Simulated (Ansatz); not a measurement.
# BN (P6_3mc) in Ansatz: notebook

The runs below take BN through single point, relaxation of cell and atoms, with PBE.

All numbers are computed with Ansatz 0.2.0; they aren't measurements. Logs are shortened: lines on timing, memory, paths and dates and some standing lists are left out, and cuts for length are marked.

## 1. The structure

It takes space group P6_3mc (No. 186, hexagonal). Conventional cell: a = 2.554 Å, b = 2.554 Å, c = 4.227 Å, α = 90.00°, β = 90.00°, γ = 120.00°. N (site symmetry 3m) is surrounded by 4 B at 1.57 to 1.58 Å. B (site symmetry 3m) has 4 N at 1.57 to 1.58 Å as nearest neighbours.

Measurements of this composition are mostly on another form, of space group No. 194.

## 2. Single point, PBE

The input, input.yaml:

```yaml
crystal:
  lattice:
    - [2.5539396017, 0.0, 0.0]
    - [-1.2769698009, 2.2117765748, 0.0]
    - [0.0, 0.0, 4.226855]
  atoms:
    - { symbol: "N", position: [0.3333333333, 0.6666666667, 0.125276] }
    - { symbol: "N", position: [0.6666666667, 0.3333333333, 0.625276] }
    - { symbol: B, position: [0.3333333333, 0.6666666667, 0.499724] }
    - { symbol: B, position: [0.6666666667, 0.3333333333, 0.999724] }
hamiltonian:
  xc: pbe
  pseudopotentials: { kind: paw }
kpoints:
  mp_grid: { grid: [12, 12, 6] }
scf:
  occupations: { method: gaussian, width: 0.011 }
output:
  forces: true
  stress: true
  eigenvalues: true
```

Potentials or basis: Ansatz PAW.

Started as:

```console
ansatz run input.yaml --threads 2 --pin off --max-ram 5632MiB --backend cpu --events-out ev --progress --plain --runs-dir out
```

Log:

```text
Warning: RAYON_NUM_THREADS=2 ignored (pool sized by the plan → 2); use --threads N
Engine: ansatz 0.2.0, aarch64-unknown-linux-gnu
Pseudopotentials: kind: paw
Pseudopotential: N, paw, valence charge 5, recommended cutoff 420 eV (normal), N.paw.azcp
Pseudopotential: B, paw, valence charge 3, recommended cutoff 420 eV (normal), B.paw.azcp
Functional definition: PBE
  parameter kappa = 0.804
  parameter beta = 0.06672455060314922
  exchange = pbe_x(kappa = kappa, mu = beta*pi^2/3)
  correlation = pbe_c(beta = beta)
Crystal: 4 atoms, lattice volume = 23.876 Å³
Basis set: ecut = 420 eV, 465 PW (Γ), exchange–correlation on 36×36×60 points (8 copies of the dense FFT grid, shifted against one another)
Bands: 12, of which v1, the nominal top of the filled ones, is band 8 counted from 1 (7 counted from 0)
Symmetry: 12 space group operations
Space group: P63mc (ITA 186), of the structure as read, at distance tolerance 2.9e-5 Å
k-points: 76 of 864 (time reversal used)
Non-local potential: N, projectors of the file, l = 0: 2, l = 1: 2, l = 2: 1
Non-local potential: B, projectors of the file, l = 0: 2, l = 1: 2, l = 2: 1
PAW form: soft (Blöchl's): semilocal exchange-correlation on the pseudo side does not see the compensation charge
PAW one-centre angular grid: N, 110 points (default); XC on 64 Gauss nodes
PAW one-centre angular grid: B, 110 points (default); XC on 64 Gauss nodes
Initial density: superposition of atomic densities (neutral atoms: chi_scale 0, normalization atom), corrected by the library's trained network
Initial wavefunctions: pseudopotential atomic-orbital guess
Functional: x = pbe(κ = 0.804, μ = 0.2195149727645171), c = pbe(β = 0.06672455060314922)
SCF iter   1: F=—  HF=-1084.482542 eV  |F-HF|=—  |Δ(HF+E_count)|=         —  Δρ=2.71e-3  dr2=9.03e-4  ethr=1.77e-3  ⟨swp⟩=5.1  Hψ=5147  notcnv=0
preconditioner: auto → none  [insulator: Δε(μ)=5.198 eV  Ē_g=17.516 eV  σ=0.011 eV  W_gap=1.00  n_scr=2 (ndim 8)  ℏωp=30.4 eV  f_vac=0.000  D(μ)=0.00/eV (n_scr^D=0)  ε∞_Penn≈4.0]
SCF iter   2: F=—  HF=-1084.482700 eV  |F-HF|=—  |Δ(HF+E_count)|=   1.57e-4  Δρ=9.68e-4  dr2=1.09e-4  ethr=5.64e-6  ⟨swp⟩=2.3  Hψ=2395  notcnv=0
SCF iter   3: F=—  HF=-1084.482804 eV  |F-HF|=—  |Δ(HF+E_count)|=   1.04e-4  Δρ=4.77e-4  dr2=1.61e-5  ethr=6.83e-7  ⟨swp⟩=2.9  Hψ=1642  notcnv=0
SCF iter   4: F=—  HF=-1084.482854 eV  |F-HF|=—  |Δ(HF+E_count)|=   4.98e-5  Δρ=1.01e-4  dr2=7.70e-7  ethr=1.01e-7  ⟨swp⟩=2.5  Hψ=1510  notcnv=0
iter 5 did not close the SCF: its close was put off for the readings that it lacked (scf_convergence_deferred on its scf_iter line)
SCF iter   5: F=-1084.482856 eV  HF=-1084.482856 eV  |F-HF|=3.61e-8  |Δ(HF+E_count)|=   2.57e-6  Δρ=1.21e-5  dr2=1.08e-8  ethr=4.81e-9  ⟨swp⟩=2.1  Hψ=1502  notcnv=0
SCF iter   6: F=-1084.482856 eV  HF=-1084.482856 eV  |F-HF|=2.06e-10  |Δ(HF+E_count)|=   3.92e-8  Δρ=9.82e-7  dr2=9.14e-11  ethr=6.73e-11  ⟨swp⟩=1.6  Hψ=2786  notcnv=0
SCF 1 converged in 6 iterations: F = -1084.482856 eV  dr2 = 9.14e-11
SCF converged after 6 iterations
Free energy (F): -1084.482856 eV
Harris-Foulkes:  -1084.482856 eV  (|F-HF|=2.06e-10)
Internal energy: -1084.482856 eV  (E = F + TS)
E sigma→0 (E₀):  -1084.482856 eV
Fermi energy:    13.774778 eV
--- Per-component energies (eV) ---
  E_band       = 51.035233
  E_kinetic    = 370.139737
  E_local      = -354.553956  (includes V_loc(G=0)·N_el)
  E_nonlocal   = 113.040336
  E_hartree    = 99.650820
  E_xc         = -186.642776
  E_vxc        = -232.134252  (∫ρ·V_xc dr)
  E_paw        = -412.785775  (= ΣΔE_a)
  E_vpaw       = -44.758487  (= ΣTr[D̂ρ^β])
  E_aug_tail   = 0.000203  (compensation charges beyond the density's cutoff)
  E_ewald      = -713.331445
  E_smearing   = -0.000000  (= −TS)
  E_closure    = -0.000000  (closes the sum)
  Σ components = -1084.482856   (vs F -1084.482856, Δ=0.00e0)
--- Forces (eV/Å), atoms counted from 1 ---
  atom   1  N      0.00000000     0.00000000    -0.01631209
  atom   2  N     -0.00000000    -0.00000000    -0.01631209
  atom   3  B     -0.00000000    -0.00000000     0.01631102
  atom   4  B      0.00000000     0.00000000     0.01631102
  max |Σ_I F_I| component: 2.15e-6 eV/Å
--- Stress (GPa, compression-positive) ---
        0.197660      -0.000000      -0.000000
       -0.000000       0.197660       0.000000
        0.000000       0.000000      -0.523447
  P = ⅓ Tr σ = -0.0427 GPa (-0.427 kbar)
--- Band table (eV; the first three rows and the last of 76) ---
  k-point 0: bands = ["-9.1217", "-5.0199", "0.3423", "9.0698", "9.0698", "10.8945", "11.1679", "11.1679", "19.5147", "19.5147", "19.7035", "20.5774"]
  k-point 1: bands = ["-8.9571", "-5.5757", "1.1899", "9.1858", "9.1858", "10.0034", "10.9938", "10.9938", "19.7125", "19.7125", "20.0791", "20.5767"]
  k-point 2: bands = ["-8.4687", "-6.6527", "3.1212", "7.9338", "9.5169", "9.5169", "10.5500", "10.5500", "20.2614", "20.2614", "20.4869", "20.5784"]
  k-point 75: bands = ["-3.7313", "-3.7313", "2.3982", "2.3982", "3.5220", "3.5220", "8.1576", "8.1576", "20.4170", "20.4170", "21.3126", "21.3126"]
```

Wall time 0.91 s (2 threads of Arm Neoverse V2, shared host); peak memory 0.29 GiB.

Results:

```yaml
Free_energy: -1084.4829 eV
Pressure: 0.0 GPa
Largest_force: 0.016 eV/Å
Band_gap_on_the_k_mesh: 5.21 eV, indirect (least direct gap 8.24 eV)
```

Forces on the atoms (eV/Å):
```
N    0.000  0.000 -0.016
N    0.000  0.000 -0.016
B    0.000  0.000  0.016
B    0.000  0.000  0.016
```

Stress tensor (GPa, compression positive):
```
 0.20  0.00  0.00
 0.00  0.20  0.00
 0.00  0.00 -0.52
```

Levels at points of the mesh, in eV from the valence-band top:
```tsv
k point	band 5	band 6	band 7	band 8	band 9	band 10	band 11	band 12
(0.00, 0.00, 0.00)	-2.10	-0.27	0.00	0.00	8.35	8.35	8.54	9.41
(0.00, 0.00, -0.50)	-1.16	-1.16	-1.16	-1.16	9.41	9.41	9.89	9.89
(0.00, -0.50, 0.00)	-6.85	-4.93	-4.36	-2.09	6.69	7.94	10.56	11.39
(0.00, -0.50, -0.50)	-3.73	-3.73	-3.55	-3.55	6.56	6.56	9.98	9.98
```

Caveat: the pressure holds a Pulay correction of +1.1 GPa for the finite cutoff.

## 3. Relaxation of cell and atoms, PBE

input.yaml: that of step 2 with these lines changed.

```diff
@@ -16,3 +16,3 @@
 scf:
-  occupations: { method: gaussian, width: 0.011 }
+  occupations: { method: fermi_dirac, width: 0.05 }
 output:
@@ -21 +21,5 @@
   eigenvalues: true
+relax:
+  f_tol: 0.01
+  max_steps: 40
+  cell: { stress_tol: 0.05 }
```

Potentials or basis: Ansatz PAW.

Started as:

```console
ansatz run input.yaml --threads 2 --pin off --max-ram 5632MiB --backend cpu --events-out ev --progress --plain --runs-dir out
```

Run time: 3.9 s. Hardware: 2 threads of Arm Neoverse V2, shared host; peak memory 0.31 GiB.

The run converged. Its results:

```
Free energy               : -1084.4829 eV
Energy gained by relaxing : 0.0 meV/atom
Ionic steps               : 4
Pressure after relaxing   : 0.0 GPa
Band gap on the k mesh    : 5.23 eV, indirect (least direct gap 8.24 eV)
```

Final structure:
```
CELL_PARAMETERS angstrom
2.55458 0.00000 0.00000
-1.27729 2.21233 0.00000
0.00000 0.00000 4.22451
ATOMIC_POSITIONS crystal
N 0.33333 0.66667 0.12519
N 0.66667 0.33333 0.62519
B 0.33333 0.66667 0.49981
B 0.66667 0.33333 0.99981
```

Levels at points of the mesh, in eV from the valence-band top:
```
             k point  band 4  band 5  band 6  band 7  band 8  band 9  band 10  band 11  band 12
  (0.00, 0.00, 0.00)   -2.10   -2.10   -0.26    0.00    0.00    8.34     8.34     8.56     9.40
 (0.00, 0.00, -0.50)   -5.66   -1.16   -1.16   -1.16   -1.16    9.40     9.40     9.89     9.89
 (0.00, -0.50, 0.00)   -7.74   -6.85   -4.93   -4.36   -2.09    6.69     7.95    10.57    11.39
(0.00, -0.50, -0.50)   -9.93   -3.73   -3.73   -3.53   -3.53    6.57     6.57     9.98     9.98
```

Caveat: the plane-wave basis is chosen anew once the cell has moved, so the energies of steps on either side of that aren't comparable; the pressure holds a Pulay correction of +1.1 GPa for the finite cutoff. A k mesh can miss the band edges.
